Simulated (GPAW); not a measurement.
A run of GPAW 26.7.0 is set up as follows.

Contents of run.py:

```python
import numpy as np
from ase import Atoms
from ase.dft.bandgap import bandgap
from ase.io import write
from gpaw import GPAW, PW, setup_paths
from gpaw.response.df import DielectricFunction

setup_paths.insert(0, '.')

atoms = Atoms(['Mo', 'Mo', 'S', 'S', 'S', 'S'],
              cell=[[3.169, 0.0, 0.0],
                    [-1.5845, 2.7444345046, 0.0],
                    [0.0, 0.0, 12.324]],
              scaled_positions=[[0.6666666667, 0.3333333333, 0.75],
                                [0.3333333333, 0.6666666667, 0.25],
                                [0.6666666667, 0.3333333333, 0.377],
                                [0.3333333333, 0.6666666667, 0.877],
                                [0.6666666667, 0.3333333333, 0.123],
                                [0.3333333333, 0.6666666667, 0.623]],
              pbc=True)

calc = GPAW(mode=PW(450),
            xc='PBE',
            kpts={'size': (8, 8, 2), 'gamma': True},
            occupations={'name': 'fermi-dirac', 'width': 0.001},
            setups={'Mo': ':d,6.0'},
            nbands=46,
            convergence={'density': 1e-06},
            maxiter=150,
            txt='gpaw.txt')
atoms.calc = calc
energy = atoms.get_potential_energy()
calc.write('gs.gpw')
write('result.traj', atoms)
print(f'Energy: {energy:.6f} eV')
print('Fermi level:', round(calc.get_fermi_level(), 4), 'eV')
print(f'Gap: {bandgap(calc)[0]:.4f} eV, direct: {bandgap(calc, direct=True)[0]:.4f} eV')

dense = calc.fixed_density(kpts={'size': (9, 9, 4), 'gamma': True},
                           nbands=80, convergence={'bands': 74, 'eigenstates': 1e-7},
                           update_fermi_level=True, txt='dense.txt')
dense.write('dense.gpw', mode='all')

df = DielectricFunction('dense.gpw', frequencies=np.array([0.0]), hilbert=False, eta=0.001,
                        ecut=80, nbands=74, txt='df.txt')
for q_c in [[0.1111111111, 0.1111111111, 0.0], [0.2222222222, 0.2222222222, 0.0], [0.3333333333, 0.3333333333, 0.0], [0.4444444444, 0.4444444444, 0.0], [0.6666666667, 0.6666666667, 0.0], [0.8888888889, 0.8888888889, 0.0]]:
    e0, e = df.get_dielectric_function(xc='RPA', q_c=q_c, filename=None)
    q = np.linalg.norm(2 * np.pi * np.array(q_c) @ atoms.cell.reciprocal())
    print(q_c, f'|q| = {q:.4f} 1/A: eps {e0[0].real:.4f} without, {e[0].real:.4f} with local fields')
```

Potentials or basis: PAW data sets generated in the run's folder for this functional, pw.

Command:

```bash
$ gpaw-setup -f PBE Mo S
$ OMP_NUM_THREADS=1 python run.py
```

(1) Predict the band gap on the k mesh.

Results:

(1) 0.93 eV, indirect (least direct gap 1.31 eV).

Caveat: response on these states lacks terms of the Hamiltonian; an odd mesh through Γ misses points on the zone boundary, where band edges often lie.

**The experiment to reproduce.**

“Multiwavelength excitation Raman Scattering Analysis of bulk and 2 dimensional MoS2: Vibrational properties of atomically thin MoS2 layers”, 2015, arxiv:1506.03228 reports, for a bulk crystal of MoS2 at 300 K: band gap 1.3 eV (indirect).

Measured gap of MoS2: 1.3 eV (indirect; 300 K; “Multiwavelength excitation Raman Scattering Analysis of bulk and 2 dimensional MoS2: Vibrational properties of atomically thin MoS2 layers”, 2015, arxiv:1506.03228). This calculation gives 0.93 eV (-0.37 eV). Spin-orbit coupling on Mo is left out. The value is that of PBE+U on a finite k mesh, which can miss the band edges, without temperature or zero-point motion.
